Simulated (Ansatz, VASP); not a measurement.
## One calculation of Te2Mo, two programs

```
CELL_PARAMETERS angstrom
-3.49516 0.00000 0.00000
-1.74758 -3.02690 0.00000
0.00000 0.00000 15.24912
ATOMIC_POSITIONS crystal
Te 0.33333 0.33333 0.38071
Te 0.33333 0.33333 0.88071
Te 0.33333 0.33333 0.11929
Te 0.33333 0.33333 0.61929
Mo 0.00000 0.00000 0.50000
Mo 0.00000 0.00000 0.00000
```

Alike in both runs: task single point; functional PBE; dispersion D3(BJ); k mesh 9 × 9 × 2; occupations gaussian, width 0.05 eV; no spin polarisation.

|  | VASP | Ansatz |
| --- | --- | --- |
| version | VASP 6.6.1 | Ansatz 0.2.0 |
| potentials or method | VASP PAW PBE potentials, release 64 (Te, Mo_sv) | scalar-relativistic, plane waves, PAW |
| plane-wave cutoff (eV) | 520 | 420 |
| valence electrons in the cell | 52 | 92 |

```csv
,VASP,Ansatz,Ansatz less VASP
gap on the k mesh at the Fermi level (eV),0.97,0.97,-0.004
least direct gap on the mesh (eV),1.14,1.14,0.000
pressure (GPa),0.0,0.0,-0.01
largest component of the traceless stress (GPa),0.06,0.00,-0.056
rms of the force components (eV/Å),0.006,0.000,-0.0051
```

Atom by atom the forces differ by 0.006 eV/Å (rms over components). The functional is the same, so the differences come from potentials, cutoffs and numerics. The two sets of potentials don't hold the same shells in valence.

Caveats: spin-orbit coupling is left out, which moves the levels of the heavy elements; an odd mesh through Γ misses points on the zone boundary, where band edges often lie.
